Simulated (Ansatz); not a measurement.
Fluorite SrF2 was calculated with HSE06 (PAW; Ansatz, a program for electronic structure).

Numerical settings: plane-wave cutoff 500 eV, 6×6×6 k mesh, gaussian smearing 0.02 eV, scalar-relativistic PAW data made under PBE.

Cell (relaxed at this level):

```yaml
crystal:
  lattice:
    - [0.00000, 2.90552, 2.90552]
    - [2.90552, 0.00000, 2.90552]
    - [2.90552, 2.90552, 0.00000]
  atoms:
    - { symbol: Sr, position: [0.00000, 0.00000, 0.00000] }
    - { symbol: F, position: [0.25000, 0.25000, 0.25000] }
    - { symbol: F, position: [0.75000, 0.75000, 0.75000] }
```

Predict the band gap.


* **band gap**: 8.96 eV (on the SCF k mesh)

Measured, for comparison: band gap 11.1 eV (temperature not stated, not corrected to a static lattice; as tabulated in Aguado et al. (1999), arXiv:cond-mat/9901145).

Spin–orbit coupling is not included.

The computed numbers hold no vibrational or temperature effects.

Cost on a shared machine: around 2.1 core-minutes (rough).
